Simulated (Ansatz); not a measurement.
Runs of Ansatz 0.2.0 on MnO. The structure is cubic, space group Fm-3m (No. 225). The conventional cell has a = 4.448 Å, b = 4.448 Å, c = 4.448 Å, α = 90.00°, β = 90.00°, γ = 90.00°. Around Mn (site symmetry m-3m) lie 6 O at 2.22 Å. O (site symmetry m-3m) is surrounded by 6 Mn at 2.22 Å. The cell is a database's computed one.

```csv
task,level,potentials or basis,U,cell,cutoff (eV),points for each segment of the path,hubbard projectors,double counting,gap on the mesh (eV),pressure (GPa),moment (μB)
relaxation of cell and atoms,BLYP,Ansatz PAW,-,relaxed,420,-,-,-,none,0.0,4.80
density of states,r2SCAN,Ansatz PAW,-,as given,500,-,-,-,none,0.3,5.00
band structure,PBEsol+U,Ansatz PAW,Mn d U = 5.3 eV,as given,420,14,ortho-atomic (the default),fll (the default),0.22,(b),5.00
band structure,LDA,JTH PAW LDA,-,as given,1380,14,-,-,none,(a),4.59
```

Alike in all rows: spin collinear, ferromagnetic start; k mesh 10 × 10 × 10; smearing fermi-dirac 0.05 eV.

**Question.** Fill in the values left out.

**Answer.** (a) -16.1; (b) 4.3.

Caveats: a cell with one magnetic atom can't hold antiferromagnetic order, which such compounds often take; semilocal functionals often make such compounds metallic where correlation or magnetic order opens a gap, which also shifts bond lengths (some runs); the PAW data sets come from PBE, with cores solved anew for the run's functional, which leaves a small shift of forces and pressure (some runs); the magnetic or orbital state may not be the lowest (some runs); the plane-wave basis is chosen anew once the cell has moved, so the energies of steps on either side of that aren't comparable (some runs); so large a pressure means that the cell lies far from this level's equilibrium, or that cutoff or potentials fall short (some runs).

A gap of «none» marks a metal or a gap under the smearing width.

Runs at the PBE level aren't shown here.
